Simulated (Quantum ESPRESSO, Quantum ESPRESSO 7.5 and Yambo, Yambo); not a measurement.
**InP (F-43m): G0W0 with Yambo, start to end**

Aim: the G0W0 gap of InP (F-43m) on PBE with spin-orbit coupling, step by step.

Main program and level: Quantum ESPRESSO 7.5 and Yambo 5.3.0; PBE and many-body steps on it, plane waves.

The database entry behind the starting cell differs from later determinations by our own check (0.1 to 0.3 % short, probably kX units), so it need not match the best structure at ambient conditions.

**1. The starting structure**

Symmetry: F-43m, No. 216, cubic system. Conventional cell: a = 5.861 Å, b = 5.861 Å, c = 5.861 Å, α = 90.00°, β = 90.00°, γ = 90.00°. Nearest to In lie 4 P at 2.54 Å. P has 4 In at 2.54 Å nearest. Farther neighbours are not listed.

The cell and positions come from the Crystallography Open Database and are kept as given unless a step says otherwise.

**2. Ground state**

This step: Quantum ESPRESSO 7.5; DFT, PBE with spin-orbit coupling, plane waves, norm-conserving pseudopotentials.

The ground-state density comes first.

The input, pw.in:

```
&control
  calculation = 'scf'
  prefix = 'x'
  outdir = 'o'
  pseudo_dir = 'pseudo'
/
&system
  ibrav = 0
  nat = 2
  ntyp = 2
  ecutwfc = 80.0
  nbnd = 36
  force_symmorphic = .true.
  noncolin = .true.
  lspinorb = .true.
/
&electrons
  conv_thr = 1e-10
  electron_maxstep = 80
  mixing_beta = 0.5
/
ATOMIC_SPECIES
  In 114.82 In.upf
  P 30.974 P.upf
CELL_PARAMETERS angstrom
  -0.0000000000 2.9305000000 2.9305000000
  2.9305000000 -0.0000000000 2.9305000000
  2.9305000000 2.9305000000 -0.0000000000
ATOMIC_POSITIONS crystal
  In 0.0000000000 0.0000000000 0.0000000000
  P 0.2500000000 0.2500000000 0.2500000000
K_POINTS automatic
  6 6 6 0 0 0
```

The run is started by

```sh
OMP_NUM_THREADS=1 mpirun -n 4 pw.x -nk 4 -in pw.in > pw.out
```

The log of the run:

```text
Program PWSCF v.7.5 starts

     This program is part of the open-source Quantum ESPRESSO suite
     for quantum simulation of materials; please cite
         "P. Giannozzi et al., J. Phys.:Condens. Matter 21 395502 (2009);
         "P. Giannozzi et al., J. Phys.:Condens. Matter 29 465901 (2017);
         "P. Giannozzi et al., J. Chem. Phys. 152 154105 (2020);
     in publications or presentations arising from this work. More details at
     Message from routine setup:
     using ibrav=0 with symmetry is DISCOURAGED, use correct ibrav instead

     G-vector sticks info

     bravais-lattice index     =            0
     lattice parameter (alat)  =       7.8317  a.u.
     unit-cell volume          =     339.6658 (a.u.)^3
     number of atoms/cell      =            2
     number of atomic types    =            2
     number of electrons       =        26.00
     number of Kohn-Sham states=           36
     kinetic-energy cutoff     =      80.0000  Ry
     charge density cutoff     =     320.0000  Ry
     scf convergence threshold =      1.0E-10
     mixing beta               =       0.5000
     number of iterations used =            8  plain     mixing
     Exchange-correlation= PBE
                           (   1   4   3   4   0   0   0)
     Non magnetic calculation with spin-orbit

     celldm(1)=   7.831692  celldm(2)=   0.000000  celldm(3)=   0.000000
     celldm(4)=   0.000000  celldm(5)=   0.000000  celldm(6)=   0.000000

     crystal axes: (cart. coord. in units of alat)
               a(1) = (  -0.000000   0.707107   0.707107 )
               a(2) = (   0.707107  -0.000000   0.707107 )
               a(3) = (   0.707107   0.707107  -0.000000 )

     reciprocal axes: (cart. coord. in units 2 pi/alat)
               b(1) = ( -0.707107  0.707107  0.707107 )
               b(2) = (  0.707107 -0.707107  0.707107 )
               b(3) = (  0.707107  0.707107 -0.707107 )
     Pseudo is Norm-conserving + core correction, Zval = 21.0
     Generated using ONCVPSP code by D. R. Hamann
     Using radial grid of 1986 points, 10 beta functions with:
     Pseudo is Norm-conserving + core correction, Zval =  5.0
     Generated using ONCVPSP code by D. R. Hamann
     Using radial grid of 1298 points, 10 beta functions with:
     In               21.00   114.82000     In( 1.00)
     P                 5.00    30.97400     P ( 1.00)

     24 Sym. Ops. (no inversion) found

   Cartesian axes

     site n.     atom                  positions (alat units)
         1        In     tau(   1) = (   0.0000000   0.0000000   0.0000000  )
         2        P      tau(   2) = (   0.3535534   0.3535534   0.3535534  )

     number of k points=    16
                       cart. coord. in units 2pi/alat
        k(    1) = (   0.0000000   0.0000000   0.0000000), wk =   0.0046296
        k(    2) = (   0.1178511   0.1178511  -0.1178511), wk =   0.0370370
        k(    3) = (   0.2357023   0.2357023  -0.2357023), wk =   0.0370370
        k(    4) = (  -0.3535534  -0.3535534   0.3535534), wk =   0.0185185
        k(    5) = (   0.2357023   0.0000000  -0.0000000), wk =   0.0277778
        k(    6) = (   0.3535534   0.1178511  -0.1178511), wk =   0.1111111
        k(    7) = (  -0.2357023  -0.4714045   0.4714045), wk =   0.1111111
        k(    8) = (  -0.1178511  -0.3535534   0.3535534), wk =   0.1111111
        k(    9) = (   0.0000000  -0.2357023   0.2357023), wk =   0.0555556
        k(   10) = (   0.4714045   0.0000000  -0.0000000), wk =   0.0277778
     [... 4 further rows ...]
        k(   15) = (  -0.1178511  -0.3535534   0.5892557), wk =   0.1111111
        k(   16) = (  -0.7071068   0.2357023   0.0000000), wk =   0.0555556

     Dense  grid:    32743 G-vectors     FFT dimensions: (  45,  45,  45)

     Initial potential from superposition of free atoms

     starting charge      25.9959, renormalised to      26.0000
     Starting wfcs are   34 randomized atomic wfcs +    2 random wfcs

     per-process dynamical memory:    63.7 Mb

     Self-consistent Calculation

     iteration #  1     ecut=    80.00 Ry     beta= 0.50

     Threshold (ethr) on eigenvalues was too large:
     Diagonalizing with lowered threshold

     total energy              =    -412.70423301 Ry
     estimated scf accuracy    <       0.10708003 Ry

     iteration #  2     ecut=    80.00 Ry     beta= 0.50

     total energy              =    -412.72743752 Ry
     estimated scf accuracy    <       0.00820091 Ry

     iteration #  3     ecut=    80.00 Ry     beta= 0.50

     total energy              =    -412.72827234 Ry
     estimated scf accuracy    <       0.00140445 Ry

     iteration #  4     ecut=    80.00 Ry     beta= 0.50

     total energy              =    -412.72832115 Ry
     estimated scf accuracy    <       0.00002978 Ry

     iteration #  5     ecut=    80.00 Ry     beta= 0.50

     total energy              =    -412.72832896 Ry
     estimated scf accuracy    <       0.00000138 Ry

     iteration #  6     ecut=    80.00 Ry     beta= 0.50

     total energy              =    -412.72832944 Ry
     estimated scf accuracy    <       0.00000022 Ry

     iteration #  7     ecut=    80.00 Ry     beta= 0.50

     total energy              =    -412.72832949 Ry
     estimated scf accuracy    <          3.0E-09 Ry

     iteration #  8     ecut=    80.00 Ry     beta= 0.50

     total energy              =    -412.72832949 Ry
     estimated scf accuracy    <          6.0E-10 Ry

     iteration #  9     ecut=    80.00 Ry     beta= 0.50

     End of self-consistent calculation

          k = 0.0000 0.0000 0.0000 (  4111 PWs)   bands (ev):

  -106.6214-106.6214 -69.7287 -69.7287 -63.0840 -63.0840 -63.0840 -63.0840
    -6.3232  -6.3232  -6.3232  -6.3232  -5.5407  -5.5407  -5.4382  -5.4382
    -5.4382  -5.4382  -3.1994  -3.1994   8.2509   8.2509   8.3498   8.3498
     8.3498   8.3498   9.0305   9.0305  12.0975  12.0975  12.5536  12.5536
    12.5536  12.5536  16.9162  16.9163

          k = 0.1179 0.1179-0.1179 (  4095 PWs)   bands (ev):

  -106.6214-106.6214 -69.7287 -69.7287 -63.0841 -63.0841 -63.0840 -63.0840
    -6.3276  -6.3276  -6.3246  -6.3159  -5.5441  -5.5441  -5.4511  -5.4511
    -5.4331  -5.4223  -2.8852  -2.8852   6.1343   6.1343   7.9698   7.9698
     8.0476   8.0607  10.1184  10.1184  12.6054  12.6054  12.9105  12.9105
    12.9800  12.9845  16.9125  16.9260

          k = 0.2357 0.2357-0.2357 (  4128 PWs)   bands (ev):

  -106.6214-106.6214 -69.7288 -69.7288 -63.0842 -63.0842 -63.0841 -63.0841
    -6.3391  -6.3391  -6.3193  -6.3107  -5.5468  -5.5468  -5.4723  -5.4723
    -5.4109  -5.4002  -2.0760  -2.0760   3.7537   3.7537   7.4865   7.4865
     7.5867   7.5981   9.9733   9.9733  13.0721  13.0721  13.2804  13.2851
    14.6040  14.6040  17.2344  17.2348

          k =-0.3536-0.3536 0.3536 (  4092 PWs)   bands (ev):

     [... further k-points ...]

     highest occupied, lowest unoccupied level (ev):     8.3498    9.0305

!    total energy              =    -412.72832949 Ry
     estimated scf accuracy    <          4.7E-12 Ry

     The total energy is the sum of the following terms:
     one-electron contribution =    -293.21607450 Ry
     hartree contribution      =     148.89131236 Ry
     xc contribution           =     -60.29433362 Ry
     ewald contribution        =    -208.10923374 Ry

     convergence has been achieved in   9 iterations

     XML data file, charge density, pseudopotentials, collected wavefunctions

=------------------------------------------------------------------------------=
   JOB DONE.
=------------------------------------------------------------------------------=
```

Wall time 23 s (4 MPI ranks of Arm Neoverse V1, shared host); peak memory 0.54 GiB; 93 s of CPU time.

Numbers from this step:

```
total energy               : -5615.4550 eV
gap                        : 0.6808 eV
k of the valence top       : 0, 0, 0
k of the conduction bottom : 0, 0, 0
least direct gap           : 0.6808 eV
```

The gap is direct, at Γ.

**3. Bands along the symmetry lines**

Levels along a band path, at the cheap level, show where the edges lie and whether the meshes to come will hold them.

The input, pw.in:

```
&control
  calculation = 'bands'
  prefix = 'x'
  outdir = 'o'
  pseudo_dir = 'pseudo'
/
&system
  ibrav = 0
  nat = 2
  ntyp = 2
  ecutwfc = 80.0
  nbnd = 38
  force_symmorphic = .true.
  noncolin = .true.
  lspinorb = .true.
/
&electrons
  conv_thr = 1e-9
  electron_maxstep = 80
  diago_full_acc = .true.
  diago_thr_init = 5e-6
/
ATOMIC_SPECIES
  In 114.82 In.upf
  P 30.974 P.upf
CELL_PARAMETERS angstrom
  -0.0000000000 2.9305000000 2.9305000000
  2.9305000000 -0.0000000000 2.9305000000
  2.9305000000 2.9305000000 -0.0000000000
ATOMIC_POSITIONS crystal
  In 0.0000000000 0.0000000000 0.0000000000
  P 0.2500000000 0.2500000000 0.2500000000
K_POINTS crystal
  50
  0.00000000 0.00000000 0.00000000 1
  -0.06250000 -0.06250000 0.00000000 1
  -0.12500000 -0.12500000 0.00000000 1
  -0.18750000 -0.18750000 0.00000000 1
  -0.25000000 -0.25000000 0.00000000 1
  -0.31250000 -0.31250000 0.00000000 1
  -0.37500000 -0.37500000 0.00000000 1
  -0.43750000 -0.43750000 0.00000000 1
  -0.50000000 -0.50000000 0.00000000 1
  -0.48437500 -0.48437500 0.03125000 1
  -0.46875000 -0.46875000 0.06250000 1
  -0.45312500 -0.45312500 0.09375000 1
  -0.43750000 -0.43750000 0.12500000 1
  -0.42187500 -0.42187500 0.15625000 1
  -0.40625000 -0.40625000 0.18750000 1
  -0.39062500 -0.39062500 0.21875000 1
  -0.37500000 -0.37500000 0.25000000 1
  -0.37500000 0.00000000 0.37500000 1
  -0.32812500 0.00000000 0.32812500 1
  -0.28125000 0.00000000 0.28125000 1
  -0.23437500 0.00000000 0.23437500 1
  -0.18750000 0.00000000 0.18750000 1
  -0.14062500 0.00000000 0.14062500 1
  -0.09375000 0.00000000 0.09375000 1
  -0.04687500 0.00000000 0.04687500 1
  0.00000000 0.00000000 0.00000000 1
  0.00000000 0.00000000 0.06250000 1
  0.00000000 0.00000000 0.12500000 1
  0.00000000 0.00000000 0.18750000 1
  0.00000000 0.00000000 0.25000000 1
  0.00000000 0.00000000 0.31250000 1
  0.00000000 0.00000000 0.37500000 1
  0.00000000 0.00000000 0.43750000 1
  -0.00000000 -0.00000000 0.50000000 1
  -0.06250000 -0.03125000 0.46875000 1
  -0.12500000 -0.06250000 0.43750000 1
  -0.18750000 -0.09375000 0.40625000 1
  -0.25000000 -0.12500000 0.37500000 1
  -0.31250000 -0.15625000 0.34375000 1
  -0.37500000 -0.18750000 0.31250000 1
  -0.43750000 -0.21875000 0.28125000 1
  -0.50000000 -0.25000000 0.25000000 1
  -0.50000000 -0.28125000 0.21875000 1
  -0.50000000 -0.31250000 0.18750000 1
  -0.50000000 -0.34375000 0.15625000 1
  -0.50000000 -0.37500000 0.12500000 1
  -0.50000000 -0.40625000 0.09375000 1
  -0.50000000 -0.43750000 0.06250000 1
  -0.50000000 -0.46875000 0.03125000 1
  -0.50000000 -0.50000000 0.00000000 1
```

The log of the run:

```text
[banner, memory and clock lines left out]
Program PWSCF v.7.5 starts

     Atomic positions and unit cell read from directory:
     o/x.save/

     Message from routine setup:
     using ibrav=0 with symmetry is DISCOURAGED, use correct ibrav instead

     G-vector sticks info

     bravais-lattice index     =            0
     lattice parameter (alat)  =       7.8317  a.u.
     unit-cell volume          =     339.6658 (a.u.)^3
     number of atoms/cell      =            2
     number of atomic types    =            2
     number of electrons       =        26.00
     number of Kohn-Sham states=           38
     kinetic-energy cutoff     =      80.0000  Ry
     charge density cutoff     =     320.0000  Ry
     Exchange-correlation= PBE
                           (   1   4   3   4   0   0   0)
     Non magnetic calculation with spin-orbit

     celldm(1)=   7.831692  celldm(2)=   0.000000  celldm(3)=   0.000000
     celldm(4)=   0.000000  celldm(5)=   0.000000  celldm(6)=   0.000000

     crystal axes: (cart. coord. in units of alat)
               a(1) = (  -0.000000   0.707107   0.707107 )
               a(2) = (   0.707107  -0.000000   0.707107 )
               a(3) = (   0.707107   0.707107  -0.000000 )

     reciprocal axes: (cart. coord. in units 2 pi/alat)
               b(1) = ( -0.707107  0.707107  0.707107 )
               b(2) = (  0.707107 -0.707107  0.707107 )
               b(3) = (  0.707107  0.707107 -0.707107 )
     Pseudo is Norm-conserving + core correction, Zval = 21.0
     Generated using ONCVPSP code by D. R. Hamann
     Using radial grid of 1986 points, 10 beta functions with:
     Pseudo is Norm-conserving + core correction, Zval =  5.0
     Generated using ONCVPSP code by D. R. Hamann
     Using radial grid of 1298 points, 10 beta functions with:
     In               21.00   114.82000     In( 1.00)
     P                 5.00    30.97400     P ( 1.00)

     24 Sym. Ops. (no inversion) found

   Cartesian axes

     site n.     atom                  positions (alat units)
         1        In     tau(   1) = (   0.0000000   0.0000000   0.0000000  )
         2        P      tau(   2) = (   0.3535534   0.3535534   0.3535534  )

     number of k points=    50
                       cart. coord. in units 2pi/alat
        k(    1) = (   0.0000000   0.0000000   0.0000000), wk =   0.0200000
        k(    2) = (   0.0000000   0.0000000  -0.0883883), wk =   0.0200000
        k(    3) = (   0.0000000   0.0000000  -0.1767767), wk =   0.0200000
[...]
[... 38 further rows ...]
        k(   49) = (   0.0441942  -0.0000000  -0.7071068), wk =   0.0200000
        k(   50) = (   0.0000000   0.0000000  -0.7071068), wk =   0.0200000

     Dense  grid:    32743 G-vectors     FFT dimensions: (  45,  45,  45)

     The potential is recalculated from file :
     o/x.save/charge-density

     Starting wfcs are   34 randomized atomic wfcs +    4 random wfcs

     Band Structure Calculation

     End of band structure calculation

          k = 0.0000 0.0000 0.0000 (  4111 PWs)   bands (ev):

  -106.6215-106.6215 -69.7287 -69.7287 -63.0840 -63.0840 -63.0840 -63.0840
    -6.3232  -6.3232  -6.3232  -6.3232  -5.5408  -5.5408  -5.4382  -5.4382
    -5.4382  -5.4382  -3.1994  -3.1994   8.2509   8.2509   8.3498   8.3498
     8.3498   8.3498   9.0305   9.0305  12.0975  12.0975  12.5536  12.5536
    12.5536  12.5536  16.9163  16.9163  17.7332  17.7332

          k = 0.0000 0.0000-0.0884 (  4103 PWs)   bands (ev):

  -106.6214-106.6214 -69.7287 -69.7287 -63.0841 -63.0841 -63.0841 -63.0841
[...]
12.7501  12.7501  17.0951  17.0951  17.2700  17.2700

          k = 0.0000 0.0000-0.1768 (  4100 PWs)   bands (ev):

  -106.6215-106.6215 -69.7287 -69.7287 -63.0841 -63.0841 -63.0841 -63.0841
[...]
13.2677  13.2677  16.1212  16.1212  17.8786  17.8786

          k =-0.0000 0.0000-0.2652 (  4084 PWs)   bands (ev):

[...]
k = 0.0000 0.0000-0.3536 (  4088 PWs)   bands (ev):

[...]
k = 0.0000-0.0000-0.4419 (  4092 PWs)   bands (ev):

[...]
k =-0.0000 0.0000-0.5303 (  4100 PWs)   bands (ev):

[...]
k = 0.0000-0.0000-0.6187 (  4100 PWs)   bands (ev):

[...]
k = 0.5303-0.0000-0.5303 (  4103 PWs)   bands (ev):

[...]
k = 0.0000 0.0000 0.0000 (  4111 PWs)   bands (ev):

[...]
k = 0.1326 0.0000-0.7071 (  4114 PWs)   bands (ev):

[...]
k = 0.0884-0.0000-0.7071 (  4118 PWs)   bands (ev):

[...]
k = 0.0442-0.0000-0.7071 (  4116 PWs)   bands (ev):

  -106.6215-106.6215 -69.7288 -69.7288 -63.0843 -63.0843 -63.0842 -63.0842
[...]
17.6275  17.7013  18.0158  18.0618  19.1721  19.1724

          k = 0.0000 0.0000-0.7071 (  4088 PWs)   bands (ev):

  -106.6214-106.6214 -69.7288 -69.7288 -63.0843 -63.0843 -63.0842 -63.0842
[...]
-5.3937  -5.3937  -0.8214  -0.8214   2.5711   2.5711   5.9449   5.9449
     6.0439   6.0439  10.0785  10.0785  10.5886  10.5886  17.5452  17.5452
    17.7558  17.7558  18.0280  18.0280  19.0959  19.0960

     XML data file, pseudopotentials, collected wavefunctions
```

Run time: 23 s. Hardware: 4 MPI ranks; peak memory 0.4 GiB; 90 s of CPU time.

This step gave:

```
gap                        : 0.6808 eV
k of the valence top       : 0, 0, 0
k of the conduction bottom : 0, 0, 0
least direct gap           : 0.6808 eV
```

The gap is 0.681 eV, as in the run before at this level.

The electronic bands at the labelled points (eV, zero at the top of the highest filled band):

```
    point  band 23  band 24  band 25  band 26  band 27  band 28  band 29  band 30
        Γ     0.00     0.00     0.00     0.00     0.68     0.68     3.75     3.75
  halfway    -1.49    -1.49    -1.40    -1.40     2.45     2.45     3.10     3.10
        X    -2.40    -2.40    -2.31    -2.31     1.73     1.73     2.24     2.24
  halfway    -2.82    -2.75    -2.26    -2.25     2.00     2.01     2.83     2.86
        U    -3.39    -3.29    -1.98    -1.97     2.32     2.33     4.35     4.37
jump to K    -3.39    -3.29    -1.98    -1.97     2.32     2.33     4.35     4.37
  halfway    -2.09    -2.00    -0.61    -0.59     2.80     2.80     4.55     4.73
        Γ     0.00     0.00     0.00     0.00     0.68     0.68     3.75     3.75
  halfway    -0.64    -0.64    -0.55    -0.54     1.76     1.76     4.61     4.61
        L    -1.06    -1.06    -0.95    -0.95     1.47     1.47     4.69     4.69
  halfway    -2.77    -2.68    -1.70    -1.62     3.12     3.16     4.11     4.19
        W    -3.07    -2.98    -2.93    -2.88     4.26     4.26     4.34     4.37
  halfway    -2.78    -2.69    -2.64    -2.62     2.62     2.69     3.07     3.08
        X    -2.40    -2.40    -2.31    -2.31     1.73     1.73     2.24     2.24
```

[end of part 1 of 3]

[Paths, hosts, dates, memory and timing lines, banners, echoed tables and standing remarks are left out of the program output.]

[Logs are printed without paths, hosts, clocks, repeated set-up lines and the standing remarks that a program may print on its own settings, such as how far it seeks lower states.]

[Runs of the session that timed out or met a known fault of the program may be left out.]

[Hosts, paths, dates, database ids (printed as entryN), source tags and the programs' standing remarks are cut or masked in the printed files.]
